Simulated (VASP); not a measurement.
# TiAl₃: convergence, self-consistent run

TiAl₃, I4mm (no. 107), 4 atoms in the cell. LDA; PAW potentials Ti_sv, Al (LDA set). VASP 6.6.1. The cell is changed on purpose: last atom moved by 0.08 Å along z, cell strained by +1.0% along z.

Wanted: energy within 10 meV/atom; forces within 0.05 eV/Å.

What the run is for: forces; Accuracy asked: screening.

POSCAR:
```
TiAl3
1.0
   -1.9111067713      1.9111067713      4.3234754826
    1.9111067713     -1.9111067713      4.3234754826
    1.9111067713      1.9111067713     -4.3234754826
Ti Al
1 3
Direct
    0.0000000000      0.0000000000      0.0000000000
    0.2500000000      0.7500000000      0.5000000000
    0.7500000000      0.2500000000      0.5000000000
    0.5093443300      0.5093443300      0.0000000000
```

The series start from Plane-wave cutoff (eV): 360; Smearing width (eV): 0.1; k-point mesh: 13 × 13 × 13; Precision mode (PREC): Accurate; Electronic threshold (eV): 1e-6; Bands in all (NBANDS): 23; Electronic algorithm: ALGO=Normal; Use of symmetry (ISYM): defaults; Support grid and gradient cutoff: ADDGRID=False GGA_COMPAT=False. Each series keeps the choices made before it, and each single choice may use up half of a tolerance.

## Plane-wave cutoff (eV)

| Plane-wave cutoff (eV) | Energy less reference (meV/atom) | Forces, largest deviation (eV/Å) | SCF iterations | Time (s) |
|---|---|---|---|---|
| 220 | 12 | 0.001 | 13 | 13 |
| 280 | 4 | 0.003 | 13 | 14 |
| 320 | 2 | 0.002 | 13 | 19 |
| 360 | 2 | 0.000 | 13 | 15 |
| 410 | 1 | 0.000 | 15 | 26 |
| 480 | 0 | 0.000 | 15 | 27 |
| 580 | 0 | 0.000 | 15 | 40 |
| 720 (reference) | 0 | 0.000 | 15 | 72 |

## Smearing width (eV)

| Smearing width (eV) | Energy less reference (meV/atom) | Forces, largest deviation (eV/Å) | SCF iterations | Time (s) |
|---|---|---|---|---|
| 0.4 | 1 | 0.003 | 13 | 15 |
| 0.3 | 0 | 0.002 | 13 | 15 |
| 0.2 | 0 | 0.001 | 13 | 14 |
| 0.15 | 0 | 0.001 | 13 | 14 |
| 0.1 | 0 | 0.000 | 13 | 14 |
| 0.05 (reference) | 0 | 0.000 | 13 | 14 |

## k-point mesh

| k-point mesh | Energy less reference (meV/atom) | Forces, largest deviation (eV/Å) | SCF iterations | Time (s) |
|---|---|---|---|---|
| 4 × 4 × 4 | 2 | 0.005 | 13 | 2.0 |
| 6 × 6 × 6 | -1 | 0.003 | 13 | 3.3 |
| 7 × 7 × 7 | -1 | 0.002 | 13 | 4.1 |
| 9 × 9 × 9 | 0 | 0.001 | 13 | 7.4 |
| 11 × 11 × 11 | 0 | 0.000 | 13 | 12 |
| 13 × 13 × 13 | 0 | 0.000 | 13 | 15 |
| 16 × 16 × 16 | 0 | 0.000 | 13 | 28 |
| 19 × 19 × 19 (reference) | 0 | 0.000 | 13 | 43 |

## Precision mode (PREC)

| Precision mode (PREC) | Energy less reference (meV/atom) | Forces, largest deviation (eV/Å) | SCF iterations | Time (s) |
|---|---|---|---|---|
| SingleN | 0 | 0.000 | 13 | 1.3 |
| Normal | 0 | 0.000 | 13 | 1.4 |
| Single | 0 | 0.000 | 13 | 1.8 |
| Accurate (reference) | 0 | 0.000 | 13 | 2.0 |

## Electronic threshold (eV)

| Electronic threshold (eV) | Energy less reference (meV/atom) | Forces, largest deviation (eV/Å) | SCF iterations | Time (s) |
|---|---|---|---|---|
| 0.001 | 0 | 0.000 | 12 | 1.2 |
| 0.0001 | 0 | 0.000 | 12 | 1.2 |
| 1e-5 | 0 | 0.000 | 13 | 1.3 |
| 1e-6 | 0 | 0.000 | 13 | 1.3 |
| 1e-7 | 0 | 0.000 | 15 | 1.4 |
| 1e-8 (reference) | 0 | 0.000 | 17 | 1.5 |

## Bands in all (NBANDS)

| Bands in all (NBANDS) | Energy less reference (meV/atom) | Forces, largest deviation (eV/Å) | SCF iterations | Time (s) |
|---|---|---|---|---|
| 12 | 0 | 0.007 | 12 | 1.0 |
| 13 | 0 | 0.002 | 10 | 0.9 |
| 15 | 0 | 0.001 | 10 | 1.0 |
| 17 | 0 | 0.007 | 12 | 1.1 |
| 23 | 0 | 0.007 | 12 | 1.2 |
| 35 (reference) | 0 | 0.000 | 10 | 1.5 |

## Electronic algorithm

| Electronic algorithm | Energy less reference (meV/atom) | Forces, largest deviation (eV/Å) | SCF iterations | Time (s) |
|---|---|---|---|---|
| ALGO=Normal | 0 | 0.000 | 12 | 1.0 |
| ALGO=Fast | 0 | 0.003 | 14 | 1.2 |
| ALGO=VeryFast | 1 | 0.006 | 22 | 1.5 |
| ALGO=All ISEARCH=1 | 0 | 0.011 | 16 | 1.4 |
| ALGO=All ISEARCH=0 | 0 | 0.011 | 16 | 1.4 |
| ALGO=Damped TIME=0.4 | 1 | 0.006 | 25 | 1.6 |
| ALGO=Damped TIME=0.1 | 4 | 0.011 | 37 | 2.0 |

## Use of symmetry (ISYM)

| Use of symmetry (ISYM) | Energy less reference (meV/atom) | Forces, largest deviation (eV/Å) | SCF iterations | Time (s) |
|---|---|---|---|---|
| defaults | 0 | 0.000 | 12 | 1.0 |
| ISYM=1 | 0 | 0.000 | 12 | 1.1 |
| ISYM=0 | 0 | 0.000 | 12 | 1.6 |
| ISYM=-1 | 0 | 0.000 | 12 | 2.0 |

## Support grid and gradient cutoff

| Support grid and gradient cutoff | Energy less reference (meV/atom) | Forces, largest deviation (eV/Å) | SCF iterations | Time (s) |
|---|---|---|---|---|
| ADDGRID=False GGA_COMPAT=False | 0 | 0.000 | 12 | 1.0 |
| ADDGRID=True GGA_COMPAT=False | 0 | 0.000 | 12 | 1.2 |
| ADDGRID=False GGA_COMPAT=True | 0 | 0.000 | 12 | 1.1 |

## Question

The rows run from the loosest to the tightest (no order: electronic algorithm, use of symmetry, support grid and gradient cutoff). For each series: choose the loosest value from which every tighter one stays within half of the tolerance; where there is no order, keep the first row unless others stay within half of the tolerance and take at least 30 % less time, and then take the fastest.

## Answer

- Plane-wave cutoff (eV): 280
- Smearing width (eV): 0.4
- k-point mesh: 4 × 4 × 4
- Precision mode (PREC): SingleN
- Electronic threshold (eV): 0.001
- Bands in all (NBANDS): 12
- Electronic algorithm: ALGO=Normal
- Use of symmetry (ISYM): defaults
- Support grid and gradient cutoff: ADDGRID=False GGA_COMPAT=False

## All choices together

| Input | Energy less reference (meV/atom) | Forces, largest deviation (eV/Å) | Time (s) |
|---|---|---|---|
| the program's defaults (naive) | 6 | 0.004 | 1.1 |
| chosen settings | 6 | 0.005 | 1.0 |
| reference settings throughout | 0 | 0.000 | 339 |

The tolerance is met.

## The input

INCAR:
```
ADDGRID = False ; ALGO = Normal
EDIFF = 0.001 ; ENCUT = 280
GGA = CA ; GGA_COMPAT = False
ISIF = 2 ; ISMEAR = 1
KPAR = 4 ; LASPH = True
LCHARG = False ; LREAL = False
LWAVE = False ; NBANDS = 12
NELM = 120 ; PREC = SingleN
SIGMA = 0.4
```

KPOINTS:
```
Automatic mesh
0
Gamma
  4 4 4
  0 0 0
```

Commands:
```
cat potpaw_LDA.64/Ti_sv/POTCAR potpaw_LDA.64/Al/POTCAR > POTCAR
mpirun -np 4 vasp_std > vasp.out
```

The naive input happens to agree within the tolerance here, in 1.1 s.

The chosen input took VASP 6.6.1 1.0 s on 4 cores (Intel Xeon 6975P-C (Granite Rapids)), a shared host.

## An input that fails: cutoff far too low

It runs to its end, but against the unchanged starting input it is off by 893 meV/atom in the energy, 0.008 eV/Å in the forces.

Changes against the starting input:
```
- NELM = 120
- ENCUT = 360
+ NELM = 55
+ ENCUT = 120
```
